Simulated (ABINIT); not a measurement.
Crystal: Sb.

```
CELL_PARAMETERS angstrom
-4.03001 4.03001 2.02549
4.03001 -4.03001 2.02549
4.03001 4.03001 -2.02549
ATOMIC_POSITIONS crystal
Sb 0.65126 0.15126 0.80253
Sb 0.15126 0.34874 0.50000
Sb 0.34874 0.84874 0.19747
Sb 0.84874 0.65126 0.50000
```

This isn't the form of Sb at room conditions, which is rhombohedral.

- Program: ABINIT 10.8.3 (patched build)
- Task: relaxation of cell and atoms
- Functional: PBEsol
- Potentials or basis: JTH PAW PBE v2.0
- Cutoff: 435 eV
- k mesh: 4 × 4 × 4
- Occupations: fermi-dirac, width 0.05 eV
- Spin: no spin polarisation

At the start: pressure -1.0 GPa; volume 32.90 Å³/atom.

Question: Where does the relaxation end?

Answer: Over 10 steps the energy falls by 6.0 meV/atom and the volume is 32.01 Å³/atom (-2.7 %); space group I4/mcm (No. 140, to 0.05 Å).

Step by step:
| step | energy change (eV) | largest force (eV/Å) | pressure (GPa) | volume (Å³) |
| --- | --- | --- | --- | --- |
| 1 | 0.0000 | 0.0130 | -0.98 | 131.58 |
| 2 | -0.0040 | 0.0162 | -0.86 | 131.19 |
| 3 | 0.7488 | 0.9097 | 8.70 | 111.57 |
| 4 | -0.0178 | 0.0743 | -0.09 | 128.94 |
| 5 | -0.0184 | 0.0464 | -0.60 | 129.82 |
| 6 | -0.0224 | 0.0298 | -0.34 | 129.04 |
| 7 | -0.0227 | 0.0345 | -0.30 | 128.89 |
| 8 | -0.0231 | 0.0378 | -0.19 | 128.57 |
| 9 | -0.0236 | 0.0219 | -0.05 | 128.17 |
| 10 | -0.0238 | 0.0001 | 0.01 | 128.05 |

Final structure:
```
Sb
1.0
    -3.96046    3.96046    2.04096
     3.96046   -3.96046    2.04096
     3.96046    3.96046   -2.04096
Sb
4
Direct
  0.65204 0.15204 0.80409
  0.15204 0.34796 0.50000
  0.34796 0.84796 0.19591
  0.84796 0.65204 0.50000
```

Caveat: the k mesh is coarse (spacing up to 0.43 Å⁻¹), so the values aren't converged; the PAW data sets were made with another functional, which shifts forces and pressure a little.
